**Q:** I have a crystal of SnSe₂, and your calculations give it a pressure of several gigapascals. Is my sample being squeezed?

**A:** The number does not say so. The pressure belongs to the model, which was held in a cell of fixed size. Think of a spring clamped at a set length: if its natural length is greater, it pushes on the clamps. Here the method of calculation decides the natural length, and a positive pressure means that the model would rather have a larger cell. The analogy ends where a crystal differs from a spring, for it can push differently in different directions and its atoms can shift inside the cell.

Kohn-Sham DFT for SnSe₂ (P-3m1, 25.73 Å³/atom) in ABINIT and Ansatz, without spin polarization, for a static lattice at the given cell and atomic positions. Pressure is positive in compression, and the Ansatz PAW values leave out the Pulay correction. The basis column gives the plane-wave cutoff or, for LAPW, the target basis error.

```csv
method,rung,program,potentials,basis,k mesh,smearing,pressure (GPa)
LDA,LDA,ABINIT,PseudoDojo NC SR LDA v0.4.1 standard,1061 eV,6x6x4 3-atom cell,Fermi Dirac 0.05eV,0.580
PBE,GGA,Ansatz LAPW,"all electron LAPW, scalar relativistic",0.003 eV/atom basis error,6x6x4 3-atom cell,Fermi Dirac 0.03eV,5.570
PBE,GGA,ABINIT,SG15 NC PBE v1.2,1061 eV,6x6x4 3-atom cell,Fermi Dirac 0.05eV,5.600
PBE,GGA,Ansatz,Ansatz PAW,420 eV,8x8x5 3-atom cell,gaussian 0.028eV,5.500
PBE-D4,GGA,Ansatz,Ansatz PAW,420 eV,8x8x5 3-atom cell,gaussian 0.1eV,3.120
PBEsol,GGA,ABINIT,PseudoDojo NC SR PBEsol v0.4.1 standard,1061 eV,6x6x4 3-atom cell,Fermi Dirac 0.05eV,2.390
PBEsol,GGA,Ansatz,Ansatz PAW,420 eV,8x8x5 3-atom cell,gaussian 0.02eV,?
```

**Q:** The cell is the same in every row. Why does the push change so much?

**A:** Because the functionals, the approximate recipes for the energy of the electrons, bind the atoms with different strength. LDA looks only at the local electron density and usually binds solids too tightly. PBE also lowers the energy where the density varies steeply. Pulling atoms apart makes the density more uneven, so PBE gains more from expansion and pushes outward. PBEsol has a weaker term of this kind, and its pressure in ABINIT, 2.39 GPa, lies between those of LDA and PBE.

This account of the order is standard theory; the table shows the order itself. The ABINIT runs also change their potentials between PBEsol and PBE, but that is unlikely to be what makes the large step. The all-electron PBE run, which needs no such potentials, agrees with ABINIT's PBE pressure within 0.03 GPa.

**Q:** And what does the D4 in PBE-D4 do?

**A:** It adds the weak long-range attraction between atoms, called dispersion, which PBE lacks. In the spring picture it is a second, pulling spring beside the first. In Ansatz PAW it lowers the pressure from 5.50 to 3.12 GPa. The two runs have the same band edges, so the drop comes from the added attraction and not from a change in the electrons.

**Q:** SnSe₂ is a layered material. Surely that attraction acts only across the gap between the layers?

**A:** That is the natural picture, but the stresses of the same runs speak against it. D4 lowers the stress by 2.40 GPa within the layers and by 2.35 GPa across them. Dispersion acts between all pairs of atoms, including neighbours in one layer, so it also pulls the layer together sideways. Pairs that lie aslant across the gap add to this sideways pull, but attraction across the gap alone should act more strongly along the stacking direction than within the layers.

The stress across the layers is not a pure measure of the gap either. When the cell is stretched in that direction, the atoms move in proportion, and the Sn–Se bonds inside each layer are strained too. The selenium atoms also still feel sizeable forces along that direction. These pressures therefore belong to the given atomic positions, and they would change if the atoms were allowed to settle.

**Q:** How do I know that I am not just looking at differences between programs?

**A:** Compare the three PBE rows. They differ in program, basis and mesh, and yet they span only 0.10 GPa. The smallest step between neighbouring functionals, from PBEsol to PBE-D4, is 0.73 GPa, about seven times as large. The meshes are coarse, so the small span shows agreement among working settings and not a converged limit.

**Q:** Then you should be able to tell me the PBEsol pressure in Ansatz PAW before I see it.

**A:** I can, if the choice of functional and the choice of program contribute separately and their effects add. The pressure is

$$P=-\frac{dE}{dV},$$

where $E$ is the energy of the cell and $V$ its volume. If changing the program adds the same small slope to the energy curve of each functional, it shifts each pressure by the same amount.

I take the functional's part from ABINIT's PBEsol run and the program's part from PBE. The other two PBE pressures, 5.57 and 5.60 GPa, have a mean of 5.585 GPa, and Ansatz PAW lies 0.085 GPa below it. Nearly half of that offset arises because the table leaves out a correction for the finite basis of Ansatz PAW. The estimate is then

$$P \approx 2.39-0.085=2.305\ \text{GPa}.$$

My forecast is 2.3 GPa, give or take 0.2. Strictly, the additive rule calls for the shift from ABINIT's PBE run alone, but that gives the same rounded value. It should be well above LDA, below PBE-D4, and probably slightly below ABINIT's PBEsol value. The error bar is a judgement, set at twice the span of the PBE rows. I widened it because ABINIT's PBEsol potentials come from a different family than its PBE potentials, so the program's shift may not carry over.

**Q:** Let us see it.

The withheld rows as computed:

```csv
method,rung,program,potentials,basis,k mesh,smearing,pressure (GPa)
PBEsol,GGA,Ansatz,Ansatz PAW,420 eV,8x8x5 3-atom cell,gaussian 0.02eV,2.470
```

**Q:** It is inside your range, but on the wrong side of ABINIT.

**A:** Yes. The computed pressure is 2.47 GPa, so the forecast was low by 0.165 GPa and used up most of its error bar. The places relative to LDA and PBE-D4 were right. The expected small shift below ABINIT was wrong, since the value lies 0.08 GPa above it. Copying ABINIT's number unchanged would have halved the miss.

**Q:** What went wrong with the correction?

**A:** The assumption that a program has one fixed shift. What I called the program's part also contains the potentials, and ABINIT's differ from one functional to the next. My guess is that this moved the reference point: for selenium, ABINIT's PBEsol potential treats ten more electrons explicitly than its PBE potential does. The error of the PAW potentials may also depend on the functional. An all-electron PBEsol run in the same cell would help to tell the two apart. The useful lesson is that a shift as small as the scatter itself should not be carried from one functional to another.

**Q:** Could you have done better with the strength of the gradient term alone?

**A:** No, that does worse. I drew a straight line of pressure against the coefficient that sets this strength in the exchange energy: zero for LDA, about 0.12 for PBEsol and 0.22 for PBE. The line was fitted to the five known rows without D4, and it puts the new row at 3.1 GPa, about 0.6 GPa too high. It also overshoots ABINIT's PBEsol pressure, although that row was part of the fit. The likely reason is that the correlation energy has a gradient term of its own, which works against that of exchange. PBEsol weakens this term too, but by a smaller fraction, so it should cancel a larger share of the exchange effect than in PBE. The output below gives the details of the fit.

**Q:** So what should I ask when someone hands me a computed pressure?

**A:** Ask first which functional was used and whether dispersion was included, because here those choices move the result by whole gigapascals. The program matters at the level of a tenth of a gigapascal, for PBEsol as for PBE. Do not pick the functional whose pressure is nearest zero, though. That would be a fair test only if the cell and the atomic positions were those of the real crystal at rest.

Printed output of the fit:

```
Span of the three PBE pressures, GPa: 0.1
Step from LDA to PBEsol, both ABINIT, GPa: 1.81
Step from PBEsol to PBE, both ABINIT, GPa: 3.21
Step from LDA to PBE, both ABINIT, GPa: 5.02
Change of pressure by D4, both Ansatz PAW, GPa: -2.38
Smallest step between neighbouring functionals, PBEsol to PBE-D4, GPa: 0.73
Smallest step divided by the PBE span: 7.3
D4 change of in-plane stress, GPa: -2.4
D4 change of stress along c, GPa: -2.349
PBE to PBEsol change of in-plane stress, ABINIT, GPa: -3.292
PBE to PBEsol change of stress along c, ABINIT, GPa: -3.038
PBE to LDA change of in-plane stress, ABINIT, GPa: -5.054
PBE to LDA change of stress along c, ABINIT, GPa: -4.972
Offset of Ansatz PAW from the mean of the other two PBE runs, GPa: -0.085
Forecast for PBEsol in Ansatz PAW, GPa: 2.305
Error bar of the forecast, plus or minus, GPa: 0.2
fit of result_pressure on 5 rows (nodisp): constant 0.2651 +/- 0.42, coefficient of mu 23.48 +/- 2.4; rms 0.355, worst PBEsol 0.693, leave-one-out rms 0.989
  rows outside the fit (model, value, miss): PBE-D4 5.431, 3.12, 2.31; PBEsol 3.083, 2.47, 0.613
Computed pressure of the withheld row, GPa: 2.47
Miss of the additive forecast, forecast less computed, GPa: -0.165
Size of the miss divided by the error bar: 0.825
Computed PBEsol pressure, Ansatz PAW less ABINIT, GPa: 0.08
```
